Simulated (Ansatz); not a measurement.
Here is an unrelaxed guess for AlN.

```xyz
4
Lattice="0.0000 2.7646 4.3159 1.3831 0.0000 4.3159 1.3831 2.7646 0.0000" Properties=species:S:1:pos:R:3 pbc="T T T"
Al    2.0747    4.1469    8.0860
Al    1.3831    2.7646    5.9281
N     1.3831    2.7646    2.7038
N     2.0747    4.1469    4.8617
```

Theory: DFT PBE, scalar-relativistic, plane waves, PAW (Ansatz). Plane waves to 420 eV, a k mesh through Γ of 8×8×8 on the computed 4-atom cell and Gaussian smearing (0.10 eV); no spin polarisation.

The zero of energy is the elements' standard structures at the same level (N₂ as a molecule); no fitted shifts are applied.

Question: What does a single point on this coarse mesh give?

Answer: The pressure is 57.8 GPa (the mean over three directions, positive in compression), the largest force is 1.87 eV/Å, and the energy is −0.68 eV/atom against the elements. The shortest distance is 1.76 Å.

Question: How much does it gain on relaxing, and where does it end?

Answer: Relaxing gains about 0.34 eV/atom in 13 ionic steps and ends at −1.018 eV/atom on the finer mesh. The symmetry stays Fdd2 (No. 43). The volume per atom grows by 18.6 %, from 8.3 to 9.8 Å³. The shortest distance goes from 1.76 Å (Al–N) to 1.92 Å (Al–N). Conventional cell: a = 2.868 Å, b = 5.635 Å, c = 9.689 Å. Al has 4 N at 1.92–1.95 Å; N is surrounded by 4 Al at 1.92–1.95 Å.

The last run used a 10×10×10 mesh for its 4-atom cell and Gaussian smearing of 0.02 eV. The relaxation can't lower the symmetry of the start. A later test with randomly moved atoms led to a structure 182 meV/atom lower, so this end is a saddle point or a shallow minimum.
